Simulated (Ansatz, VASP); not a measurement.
# One calculation of Si2W, two programs

Contents of INCAR:

```
SYSTEM = Si2W
PREC = Accurate ; ENCUT = 520
EDIFF = 1E-7 ; ISMEAR = 0
SIGMA = 0.1 ; LREAL = .FALSE.
LASPH = .TRUE. ; NELM = 100
ALGO = Normal ; ISIF = 2
LWAVE = .FALSE. ; LCHARG = .FALSE.
GGA = PE ; NBANDS = 18
```

Contents of KPOINTS:

```
Automatic mesh
0
G
  8 8 8
  0 0 0
```

The input POSCAR:

```
Si2W
1.0
   -1.6060000000      1.6060000000      3.9400000000
    1.6060000000     -1.6060000000      3.9400000000
    1.6060000000      1.6060000000     -3.9400000000
Si W
2 1
Direct
    0.3330000000      0.3330000000      0.0000000000
    0.6670000000      0.6670000000      0.0000000000
    0.0000000000      0.0000000000      0.0000000000
```

Input for Ansatz:

```yaml
crystal:
  lattice:
    - [-1.606, 1.606, 3.94]
    - [1.606, -1.606, 3.94]
    - [1.606, 1.606, -3.94]
  atoms:
    - { symbol: Si, position: [0.333, 0.333, 0.0] }
    - { symbol: Si, position: [0.667, 0.667, 0.0] }
    - { symbol: W, position: [0.0, 0.0, 0.0] }
basis:
  ecutwfc: 420
kpoints:
  mp_grid: { grid: [8, 8, 8] }
hamiltonian:
  xc: pbe
scf:
  occupations: { method: gaussian, width: 0.1 }
output:
  forces: true
  stress: true
  eigenvalues: true
```

Alike in both runs: task single point; functional PBE; k mesh 8 × 8 × 8; occupations gaussian, width 0.1 eV; no spin polarisation.

|  | VASP | Ansatz |
| --- | --- | --- |
| version | VASP 6.6.1 | Ansatz 0.2.0 |
| potentials or method | VASP PAW PBE potentials, release 64 (Si, W_sv) | scalar-relativistic, plane waves, PAW |
| plane-wave cutoff (eV) | 520 | 420 |
| valence electrons in the cell | 22 | 22 |

VASP gave:

| Quantity | Value |
| --- | --- |
| gap on the k mesh at the Fermi level (eV) | none |
| pressure (GPa) | 1.8 |
| largest component of the traceless stress (GPa) | 2.01 |
| rms of the force components (eV/Å) | 0.116 |

Q: What did Ansatz give for the same quantities?

A: gap on the k mesh at the Fermi level (eV): none; pressure (GPa): 1.7; largest component of the traceless stress (GPa): 1.96; rms of the force components (eV/Å): 0.118.

Atom by atom the forces differ by 0.002 eV/Å (rms over components). A gap of «none» marks a metal or a gap that the smearing closes.

Spin-orbit coupling is left out, which matters for the levels of W.
